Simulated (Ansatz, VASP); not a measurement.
**Hf in VASP and in Ansatz**

```xyz
1
Lattice="-1.6733 1.6733 1.6733 1.6733 -1.6733 1.6733 1.6733 1.6733 -1.6733" Properties=species:S:1:pos:R:3 pbc="T T T"
Hf    0.0000    0.0000    0.0000
```

Alike in both runs: task single point; functional PBE; k mesh 18 × 18 × 18; occupations gaussian, width 0.05 eV; no spin polarisation.

|  | VASP | Ansatz |
| --- | --- | --- |
| version | VASP 6.6.1 | Ansatz 0.2.0 |
| potentials or method | VASP PAW PBE potentials, release 64 (Hf_pv) | scalar-relativistic, plane waves, PAW |
| plane-wave cutoff (eV) | 520 | 420 |
| valence electrons in the cell | 10 | 26 |

|  | VASP | Ansatz | Ansatz less VASP |
| --- | --- | --- | --- |
| gap on the k mesh at the Fermi level (eV) | none | none | - |
| pressure (GPa) | 22.4 | 22.7 | +0.38 |

A gap of «none» marks a metal or a gap that the smearing closes. The functional is the same, so the differences come from potentials, cutoffs and numerics. The two sets of potentials don't hold the same shells in valence.

Caveats: so large a pressure means that the cell lies far from this level's equilibrium, or that cutoff or potentials fall short (VASP). The runs have no spin-orbit coupling, so splittings on Hf are missing.
